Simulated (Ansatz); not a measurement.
AlN, DFT, PBEsol, all-electron PAW with datasets made for the crystal, scalar-relativistic (Ansatz 0.2.0), run on 1 thread of Arm Neoverse V2 on a shared host.

The cell is COD entry 9008860, as deposited and not checked against the literature; nothing was relaxed. The listed cell was then made from it by scaling, straining or moving an atom.

Command: `ansatz run input.yaml --threads 1 --pin off --max-ram 6144MiB --backend cpu --events-out ev --progress --plain --runs-dir out`

```yaml
crystal:
  lattice:
    - [3.1110021516, 0.0, 0.0]
    - [-1.5555010758, 2.6942068945, 0.0]
    - [0.0, 0.0, 5.07756]
  atoms:
    - { symbol: Al, position: [0.3333333333, 0.6666666667, 0.0] }
    - { symbol: Al, position: [0.6666666667, 0.3333333333, 0.5] }
    - { symbol: "N", position: [0.3333333333, 0.6666666667, 0.385] }
    - { symbol: "N", position: [0.6666666667, 0.3333333333, 0.885] }
kpoints:
  mp_grid: { grid: [11, 11, 6] }
scf:
  occupations: { method: fermi_dirac, width: 0.02 }
hamiltonian:
  xc: pbesol
  pseudopotentials: { kind: all_electron, datasets: crystal }
output:
  forces: true
  stress: true
  eigenvalues: true
  efg: { contact_densities: true }
```

Problem. How large is the problem that the program sets up?

Solution. 64 irreducible k-points, 663 plane waves at Γ, 12 bands.

Problem. Estimate the wall time and the peak memory.

Solution. 11 s of wall time for 8 SCF iterations, with a peak of 0.57 GiB. Times on shared machines scatter by tens of per cent.

Problem. And the same cell and mesh by frozen-core PAW, asked for forces, stress, eigenvalues, efg, write_density, write_potential, elf, on the same hardware?

Solution. 4.7 s, peak memory 0.34 GiB.
